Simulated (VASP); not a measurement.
# V, charges projected on sites: which settings are enough?

V, Im-3m (no. 229), 1 atom in the cell. PBE, site projections; PAW potentials V_sv (PBE set). VASP 6.6.1.

Wanted: projected electrons within 0.01 e; projected moments within 0.01 μB.

POSCAR:
```
V
1.0
   -1.5143500000      1.5143500000      1.5143500000
    1.5143500000     -1.5143500000      1.5143500000
    1.5143500000      1.5143500000     -1.5143500000
V
1
Direct
    0.0000000000      0.0000000000      0.0000000000
```

The series start from Cutoff ENCUT (eV): 500; k mesh: 9 × 9 × 9; PREC: Accurate. Each series keeps the choices made before it, and each single choice may use up half of a tolerance. Times cover all steps of a run.

## Cutoff ENCUT (eV)

| Cutoff ENCUT (eV) | Projected electrons, largest deviation (e) | Projected moments, largest deviation (μB) | Time (s) |
|---|---|---|---|
| 250 | 0.032 | 0.003 | 5.3 |
| 300 | 0.005 | 0.002 | 6.0 |
| 350 | 0.004 | 0.001 | 6.2 |
| 400 | 0.000 | 0.000 | 7.3 |
| 500 | 0.000 | 0.000 | 8.4 |
| 600 | 0.000 | 0.000 | 11 |
| 750 (reference) | 0.000 | 0.000 | 8.3 |

Chosen: 300, the loosest value from which every tighter one stays within half of the tolerance.

## k mesh

| k mesh | Projected electrons, largest deviation (e) | Projected moments, largest deviation (μB) | Time (s) |
|---|---|---|---|
| 4 × 4 × 4 | 0.008 | 0.144 | 4.4 |
| 5 × 5 × 5 | 0.005 | 0.477 | 8.3 |
| 7 × 7 × 7 | 0.009 | 0.000 | 4.9 |
| 9 × 9 × 9 | 0.001 | 0.260 | 6.0 |
| 11 × 11 × 11 | 0.005 | 0.000 | 6.7 |
| 14 × 14 × 14 (reference) | 0.000 | 0.000 | 8.0 |

Chosen: 11 × 11 × 11.

## PREC

| PREC | Projected electrons, largest deviation (e) | Projected moments, largest deviation (μB) | Time (s) |
|---|---|---|---|
| Accurate | 0.000 | 0.000 | 6.7 |
| Normal | 0.000 | 0.000 | 5.4 |
| Single | 0.001 | 0.000 | 6.1 |

Chosen: Accurate; no other choice that stays within half of the tolerance saves 30 % of the time.

## All choices together

| Input | Projected electrons, largest deviation (e) | Projected moments, largest deviation (μB) | Time (s) |
|---|---|---|---|
| program defaults, k points 0.5 per Å apart (naive) | 0.010 | 0.602 | 2.3 |
| chosen settings | 0.010 | 0.001 | 6.7 |
| reference settings throughout | 0.000 | 0.000 | 17 |

The tolerance is met.

Values of the reference run: Projected electrons: 11.6, 12.52 e; Projected moments: 0.001, 0.001 μB.

## The input

INCAR.step1:
```
SYSTEM = V
  ALGO = Normal
  EDIFF = 1E-6
  ENCUT = 300
  GGA = PE
  ISMEAR = 0
  ISPIN = 2
  KPAR = 2
  LASPH = .True.
  LCHARG = .False.
  LMAXMIX = 4
  LREAL = .False.
  LWAVE = .True.
  MAGMOM = 2
  NBANDS = 16
  NELM = 120
  PREC = Accurate
  SIGMA = 0.05
```

INCAR.step2, as INCAR.step1 but for:
```
- ALGO = Normal
- LWAVE = .True.
- NELM = 120
+ ALGO = None
+ ISTART = 1
+ LORBIT = 11
+ LWAVE = .False.
+ NELM = 1
```

INCAR.step3, as INCAR.step2 but for:
```
- LORBIT = 11
+ LORBIT = 1
+ RWIGS = 1.530
```

KPOINTS:
```
Automatic mesh
0
Gamma
  11 11 11
  0 0 0
```

Commands (each step's output is kept before the next begins):
```
cat potpaw_PBE.64/V_sv/POTCAR > POTCAR
cp INCAR.step1 INCAR
mpirun -np 2 vasp_std > vasp.out
cp INCAR.step2 INCAR
mpirun -np 2 vasp_std > vasp.out
cp INCAR.step3 INCAR
mpirun -np 2 vasp_std > vasp.out
```

Limits: projected charges hang on the spheres or projectors and don't add up to the electrons in the cell.

The chosen input took VASP 6.6.1 6.7 s on 2 cores (Intel Xeon 6975P-C (Granite Rapids)), a shared host.
